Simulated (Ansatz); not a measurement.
The parent structure is InN in the wurtzite structure (space group P6_3mc, No. 186; a = 3.537 Å, c = 5.714 Å). Axes: x lies along a and z along c of the hexagonal cell.

Computed with Ansatz (a first-principles code), PBEsol, PAW, cutoff 420 eV, no spin-orbit coupling.

Base values:

```
Item        Value
--------  -------
Pressure  0.0 GPa
Band gap     zero
```

One thing is altered: strain tensor (xx, yy, zz, yz, xz, xy) = (−1.12, +0.44, +0.81, +0.63, +0.45, +0.25) %, atoms relaxed at fixed cell.

Question: What happens to the energy relative to the base, largest internal atomic displacement, pressure and band gap?

Answer: The energy increases by 1.9 meV/atom; the largest internal atomic displacement is 0.015 Å; the pressure (mean of the normal stresses, compression positive) goes from zero to -0.2 GPa; the band gap remains zero.

Whether these cells are dynamically stable was not tested. The final runs are not spin-polarised. Gaps under 0.05 eV, about the width of the smearing, are given as zero. The zero or small gap of InN can change with the level of theory.
